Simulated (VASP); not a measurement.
Set up this calculation in VASP 6.6.1, as the native input.

* Task: relaxation of the atoms
* Functional: PBEsol
* Potentials or basis: VASP PAW PBE potentials, release 64 (Au)
* Cutoff: 600 eV
* k mesh: 16 × 16 × 16
* Occupations: methfessel-paxton, width 0.1 eV
* Spin: no spin polarisation
* Further INCAR settings: ALGO = Normal; EDIFF = 1e-07; IBRION = 2; EDIFFG = -0.01; NSW = 40

The structure of Au lies in POSCAR:

```
Au                                      
1.0
    0.0000000000      1.9991920374      1.9991920374
    1.9991920374      0.0000000000      1.9991920374
    1.9991920374      1.9991920374      0.0000000000
  Au            
     1
Direct
     0.0000000000000000    0.0000000000000000    0.0000000000000000
```

The cell isn't the ideal one: a relaxed cell with its volume scaled by 0.94.

One way to write it, as run:

INCAR

```
SYSTEM = Au
ALGO = Normal
EDIFF = 1E-7
EDIFFG = -0.01
ENCUT = 600
GGA = PS
IBRION = 2
ISIF = 2
ISMEAR = 1
LASPH = .True.
LCHARG = .False.
LREAL = .False.
LWAVE = .False.
NELM = 80
NSW = 40
PREC = Accurate
SIGMA = 0.1
```

KPOINTS

```
k-points
0
Gamma
  16 16 16
  0 0 0
```

Potentials or basis: VASP PAW PBE potentials, release 64 (Au).

Command:

```console
$ cat potpaw_PBE.64/Au/POTCAR > POTCAR
$ mpirun -np 1 vasp_std > vasp.out
```

Results of the run:

The pressure after relaxing is 13.1 GPa and the band gap on the k mesh is none (metal or under the smearing width).

Caveat: the relaxation stopped at its first step, so nothing moved; the PAW data sets were made with another functional, which shifts forces and pressure a little.

It took 9.4 s on 1 thread of Intel(R) Xeon(R) Platinum 8375C CPU @ 2.90GHz (Ice Lake) (shared host), peak memory 0.16 GiB.
